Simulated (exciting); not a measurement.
Set up this calculation in exciting (release sodium), as the native input.

```
Task                                     : band structure
Functional                               : PBE
Potentials or basis                      : all-electron LAPW+lo, shipped species files, valence relativity iora*
rgkmax                                   : 9
k mesh                                   : 8 × 8 × 8
Occupations                              : fermi-dirac, width 0.05 eV
Spin                                     : no spin polarisation
outputlevel                              : normal
gmaxvr (cutoff of density and potential) : 14 1/bohr
lmaxapw (and lmaxmat)                    : 10
lmaxvr                                   : 8
nempty                                   : 10
Valence relativity                       : iora*
epsengy                                  : 1e-05 Ha
epspot                                   : 1e-05 Ha
maxscl                                   : 60
Muffin-tin radii                         : Sb 2.3 bohr
```

Sb:

```
Sb
1.0
     2.15420    1.24373    3.75800
    -2.15420    1.24373    3.75800
     0.00000   -2.48746    3.75800
Sb
2
Cartesian
  0.0000 0.0000 8.6416
  0.0000 0.0000 2.6324
```

The input as run:

input.xml

```xml
<input>
  <title>Sb</title>
  <structure speciespath="./" tshift="false">
    <crystal scale="1">
      <basevect>4.070848017669 2.350305198853 7.101590776344</basevect>
      <basevect>-4.070848017669 2.350305198853 7.101590776344</basevect>
      <basevect>0.000000000000 -4.700610397707 7.101590776344</basevect>
    </crystal>
    <species speciesfile="Sb.xml" rmt="2.3">
      <atom coord="0.766510000000 0.766510000000 0.766510000000"/>
      <atom coord="0.233490000000 0.233490000000 0.233490000000"/>
    </species>
  </structure>
  <groundstate do="fromscratch" ngridk="8 8 8" rgkmax="9" gmaxvr="14" lmaxapw="10" lmaxmat="10" lmaxvr="8" xctype="GGA_PBE" stype="Fermi Dirac" swidth="0.00183747" nempty="10" ValenceRelativity="iora*" epsengy="1e-05" epspot="1e-05" maxscl="60" outputlevel="normal"/>
  <properties>
    <bandstructure>
      <plot1d>
        <path steps="80">
          <point coord="0 0 0" label="G"/>
          <point coord="0.5 0 0" label="L"/>
          <point coord="0.5 0.2396873643 -0.2396873643" label="B1" breakafter="true"/>
          <point coord="0.7603126357 0.5 0.2396873643" label="B"/>
          <point coord="0.5 0.5 0.5" label="Z"/>
          <point coord="0 0 0" label="G"/>
          <point coord="0.3698436821 0 -0.3698436821" label="X" breakafter="true"/>
          <point coord="0.6301563179 0.3698436821 0" label="Q"/>
          <point coord="0.5 0.5 0" label="F"/>
          <point coord="0.6301563179 0.6301563179 0.2396873643" label="P1"/>
          <point coord="0.5 0.5 0.5" label="Z" breakafter="true"/>
          <point coord="0.5 0 0" label="L"/>
          <point coord="0.7603126357 0.3698436821 0.3698436821" label="P"/>
        </path>
      </plot1d>
    </bandstructure>
    <chargedensityplot>
      <plot3d>
        <box grid="23 23 23">
          <origin coord="0 0 0"/>
          <point coord="1 0 0"/>
          <point coord="0 1 0"/>
          <point coord="0 0 1"/>
        </box>
      </plot3d>
    </chargedensityplot>
    <elfplot>
      <plot3d>
        <box grid="23 23 23">
          <origin coord="0 0 0"/>
          <point coord="1 0 0"/>
          <point coord="0 1 0"/>
          <point coord="0 0 1"/>
        </box>
      </plot3d>
    </elfplot>
    <exccplot>
      <plot3d>
        <box grid="23 23 23">
          <origin coord="0 0 0"/>
          <point coord="1 0 0"/>
          <point coord="0 1 0"/>
          <point coord="0 0 1"/>
        </box>
      </plot3d>
    </exccplot>
  </properties>
</input>
```

Potentials or basis: all-electron LAPW+lo, shipped species files, valence relativity iora*.

The run is started by

```console
$ OMP_NUM_THREADS=1 exciting_smp
```

Results of the run:

```
Band gap on the k mesh                            : none (metal or under the smearing width)
All electrons inside the program's atomic spheres : Sb 48.14 (radii Sb 2.3 bohr)
```

Caveat: the log's total energy holds no entropy term; the free energy is that total less TS from the occupations; spin-orbit coupling is left out, which moves the levels of the heavy elements.

Wall time 4.4 min on 1 thread of Arm Neoverse V2, with other jobs on the host, peak memory 0.15 GiB.
